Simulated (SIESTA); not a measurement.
# HgTe under changes of volume

One of the cells (28.929 Å³/atom); the others are scaled copies at fixed shape and fractional positions:

```xyz
2
Lattice="-3.0456 3.0456 1.5594 3.0456 -3.0456 1.5594 3.0456 3.0456 -1.5594" Properties=species:S:1:pos:R:3 pbc="T T T"
Hg    0.0000    3.0456    0.7797
Te    0.0000    0.0000    0.0000
```

Measurements of this composition are mostly on another form, of space group No. 216.

- Program: SIESTA 5.4.2
- Functional: LDA
- Potentials or basis: PseudoDojo 0.4 standard (LDA files)
- Basis: DZP (energy shift 0.003 Ry; two zetas on semicore shells)
- Grid cutoff: 800 Ry
- Energy shift: 0.003 Ry
- k mesh: 10 × 10 × 10
- Occupations: fermi-dirac, width 0.05 eV
- Spin: no spin polarisation

```csv
volume (Å³/atom),energy over the lowest point (meV/atom),pressure (GPa)
27.193,0.00,-3.7
27.772,?,?
28.351,33.06,-5.4
28.929,53.73,-6.0
29.508,76.61,-6.6
30.086,101.37,-7.1
30.665,127.72,-7.5
```

Question: What does the run at 27.772 Å³/atom give?

Answer: Energy over the lowest point 15.01 meV/atom; pressure -4.6 GPa.

Worked out: A Birch-Murnaghan fit of order 3 (a polynomial in V^(-2/3)) to the other rows has no minimum within the range. It gives 15.00 meV/atom at 27.772 Å³/atom, against the run's 15.01, and -dE/dV = -4.6 GPa, against -4.6.

Energies are extrapolated to zero smearing.

Caveats: short orbitals over semicore shells can move pressures by several GPa; the basis of atomic orbitals isn't converged, which shifts pressures, moduli and gaps.
